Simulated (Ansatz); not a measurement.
# TiAl3: the cost of one run

Program: Ansatz 0.2.0. Level of theory: DFT r2SCAN, scalar-relativistic, plane waves, PAW. These are calculated values, not measurements.

2 further runs of the same task are left out: 1 that didn't finish, 1 set aside as unsound or not needed.

**1. The system as given**

Symmetry: I4/mmm, No. 139, tetragonal system. The conventional cell has a = 3.824 Å, b = 3.824 Å, c = 8.564 Å, α = 90.00°, β = 90.00°, γ = 90.00°. Around Ti (site symmetry 4/mmm) lie 12 Al at 2.70 to 2.87 Å. Around Al (site symmetry 4/mmm) lie 4 Ti at 2.70 Å and 8 Al at 2.87 Å. Around Al (site symmetry -4m2) lie 8 Al at 2.70 to 2.87 Å and 4 Ti at 2.87 Å.

Structure file:

```cif
data_structure
_symmetry_space_group_name_H-M 'I4/mmm'
_symmetry_Int_Tables_number 139
_cell_length_a 3.8240
_cell_length_b 3.8240
_cell_length_c 8.5638
_cell_angle_alpha 90.000
_cell_angle_beta 90.000
_cell_angle_gamma 90.000
_cell_volume 125.23
loop_
_atom_site_label
_atom_site_type_symbol
_atom_site_symmetry_multiplicity
_atom_site_Wyckoff_symbol
_atom_site_fract_x
_atom_site_fract_y
_atom_site_fract_z
_atom_site_occupancy
Ti1 Ti 2 a 0.00000 0.00000 0.00000 1
Al1 Al 2 b 0.50000 0.50000 0.00000 1
Al2 Al 4 d 0.00000 0.50000 0.25000 1
```

It goes back to an entry of the Materials Project, which need not be the stable form.

This cell was relaxed beforehand with the same method: volume 15.65 Å³/atom, gap on the mesh none (metal).

**2. Zero of energy**

Reference values: F = -4127.3531 eV; pressure -0.03 GPa; largest force 0.000 eV/Å; gap on the mesh none (metal). It was computed beforehand with the settings of the runs below.

**3. Setting up energy and stress against strain**

The cell is strained by ε times the Voigt pattern (0, 0, 1, 0, 0, 0) (xx, yy, zz, yz, xz, xy; engineering shear), with fractional coordinates fixed (clamped ions). The stress on the pattern is the sum of the stress components weighted by it, tension positive.

**4. Point ε = -0.1500**

The input, input.yaml:

```yaml
crystal:
  lattice:
    - [-1.9120003552, 1.9120003552, 3.6396277823]
    - [1.9120003552, -1.9120003552, 3.6396277823]
    - [1.9120003552, 1.9120003552, -3.6396277823]
  atoms:
    - { symbol: Ti, position: [0.0, 0.0, 0.0] }
    - { symbol: Al, position: [0.5, 0.5, 0.0] }
    - { symbol: Al, position: [0.75, 0.25, 0.5] }
    - { symbol: Al, position: [0.25, 0.75, 0.5] }
basis:
  ecutwfc: 500
kpoints:
  mp_grid: { grid: [18, 18, 18] }
hamiltonian:
  xc: r2scan
scf:
  occupations: { method: gaussian, width: 0.15 }
output:
  forces: true
  stress: true
  eigenvalues: true
```

Launch:

```console
$ ansatz run input.yaml --threads 1 --pin off --max-ram 2560MiB --backend cpu --events-out ev --progress --plain --runs-dir out
```

What time and memory should one allow on 1 thread of Intel Xeon at 2.70GHz, shared host?

About 38 s, with a peak of 0.88 GiB.
